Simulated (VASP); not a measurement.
Input of a VASP 6.6.1 run:

INCAR

```
ALGO     = Fast           # electronic algorithm
EDIFF    = 1E-6           # SCF threshold, eV
ENCUT    = 550            # plane-wave cutoff, eV
GGA      = PS             # functional
ISIF     = 2              # what is computed and relaxed
ISMEAR   = 0              # smearing method
ISPIN    = 2              # spin polarisation
LASPH    = True           # aspherical terms in the spheres
LCHARG   = False          # write CHGCAR
LMAXMIX  = 4              # l up to which the mixer works
LORBIT   = 11             # projections on sites
LREAL    = False          # projectors in reciprocal space
LWAVE    = False          # write WAVECAR
MAGMOM   = 4 4 0 0 0 0    # initial moments
NELM     = 150            # most SCF steps
PREC     = Accurate       # precision mode
SIGMA    = 0.1            # smearing width, eV
```

Contents of KPOINTS:

```
k-points
0
Gamma
  9 7 5
```

POSCAR

```
MnO2
2.9042
    0.999985538186      0.000000000000      0.000000000000
    0.000000000000      1.323879209421      0.000000000000
    0.000000000000      0.000000000000      2.122534260726
Mn O
2 4
Direct
    0.5000000000      0.5000000000      0.3433015000
    0.0000000000      0.0000000000      0.6566985000
    0.5000000000      0.0000000000      0.8375675000
    0.0000000000      0.5000000000      0.1624325000
    0.5000000000      0.0000000000      0.4217995000
    0.0000000000      0.5000000000      0.5782005000
```

Potentials or basis: VASP PAW PBE potentials, release 64 (Mn_GW, O_GW).

Command:

```sh
$ cat potpaw_PBE.64/Mn_GW/POTCAR potpaw_PBE.64/O_GW/POTCAR > POTCAR
$ mpirun -np 1 vasp_std > vasp.out
```

Question: Predict the pressure.

Answer: -13.7 GPa.

Question: What does it give for the largest force?

Answer: 1.121 eV/Å.

Question: Estimate the site moments.

Answer: Mn +2.77; O +0.11, -0.01 μB.

Stress tensor (GPa, compression positive):
```
-18.78   0.00   0.00
  0.00 -11.47   0.00
  0.00   0.00 -10.77
```

Caveat: the PAW data sets were made with another functional, which shifts forces and pressure a little; only a ferromagnetic start was run, and an antiferromagnetic order may lie lower in energy.
